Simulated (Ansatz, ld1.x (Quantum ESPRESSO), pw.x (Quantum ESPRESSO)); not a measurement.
# Which Hf potential is closest to all-electron in the fcc crystal?

All use PBE, scalar-relativistic, no spin, cutoffs from each file’s atomic test, pw.x 7.5; 13³ k-points, Fermi–Dirac smearing 0.01 Ry. Δ is the rms difference from all-electron LAPW of the E(V) curves that follow from fits to the pressures, over ±6 % in volume. Mesh and smearing are coarse and serve the comparison alone. The files are a selection: those with a ghost or negative overlap were mostly not run, and those with noisy or unconverged pressures or nearly equal Δ are left out.

All-electron: a0 = 4.490 Å (V0 = 22.63 Å³/atom), B0 = 101.6 GPa.

(1) Rank them by Δ, smallest first.
A. norm-conserving RRKJ (Kleinman–Bylander form), ld1.x (Quantum ESPRESSO) 7.5, PBE; core [Xe] 4f14, reference 5d2.5 6s1.5 6p0; waves: 6p (bound, empty): rc 4.20 bohr; 5d (bound): rc 2.75 bohr; 6s (bound): rc 3.05 bohr; local part: the s channel; core correction: Bessel-smoothed model core inside 1.35 bohr.
B. norm-conserving RRKJ (Kleinman–Bylander form), ld1.x (Quantum ESPRESSO) 7.5, PBE; core [Xe] 4f14, reference 5d2 6s2 6p0; waves: 6p (bound, empty): rc 3.20 bohr; 5d (bound): rc 2.55 bohr; 6s (bound): rc 2.35 bohr; local part: the s channel; core correction: a·sin(br)/r model core inside 2.10 bohr.
C. norm-conserving Troullier–Martins (Kleinman–Bylander form), ld1.x (Quantum ESPRESSO) 7.5, PBE; core [Xe] 4f14, reference 5d2 6s2 6p0; waves: 6s (bound): rc 2.95 bohr; 6p (bound, empty): rc 3.45 bohr; 5d (bound): rc 2.65 bohr; local part: all-electron potential smoothed inside 2.55 bohr (lloc = -1); core correction: Bessel-smoothed model core inside 2.50 bohr.
D. norm-conserving Troullier–Martins (Kleinman–Bylander form), ld1.x (Quantum ESPRESSO) 7.5, PBE; core [Xe] 4f14, reference 5d2 6s2 6p0; waves: 6p (bound, empty): rc 3.35 bohr; 5d (bound): rc 3.00 bohr; 6s (bound): rc 2.60 bohr; local part: the s channel; core correction: a·sin(br)/r model core inside 1.50 bohr.

Results:

(1) B (2.6 meV/atom), A (4.8 meV/atom), D (6.6 meV/atom), C (18.2 meV/atom).
